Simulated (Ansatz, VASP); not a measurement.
AlCo: VASP beside Ansatz

```
CELL_PARAMETERS angstrom
2.82279 0.00000 0.00000
0.00000 2.82279 0.00000
0.00000 0.00000 2.82279
ATOMIC_POSITIONS crystal
Al 0.00000 0.00000 0.00000
Co 0.50000 0.50000 0.50000
```

Alike in both runs: functional PBEsol; k mesh 14 × 14 × 14; occupations gaussian, width 0.1 eV; no spin polarisation.

Ansatz relaxed the structure, and its values are those at the end. VASP's run is a single point on that final structure, the one shown.

|  | VASP | Ansatz |
| --- | --- | --- |
| version | VASP 6.6.1 | Ansatz 0.2.0 |
| potentials or method | VASP PAW PBE potentials, release 64 (Al, Co) | scalar-relativistic, plane waves, PAW |
| plane-wave cutoff (eV) | 520 | 420 |
| valence electrons in the cell | 12 | 20 |

Ansatz gave:

- gap on the k mesh at the Fermi level (eV): none
- pressure (GPa): 0.0

Q: Which values does VASP return?

A: gap on the k mesh at the Fermi level (eV): none; pressure (GPa): 0.1.

A gap of «none» marks a metal or a gap that the smearing closes. The two sets of potentials don't hold the same shells in valence.

Caveats: the PAW data sets were made with another functional, which shifts forces and pressure a little (VASP). Spin polarisation is off, so any magnetic state and its effect on volume and gap are missing.
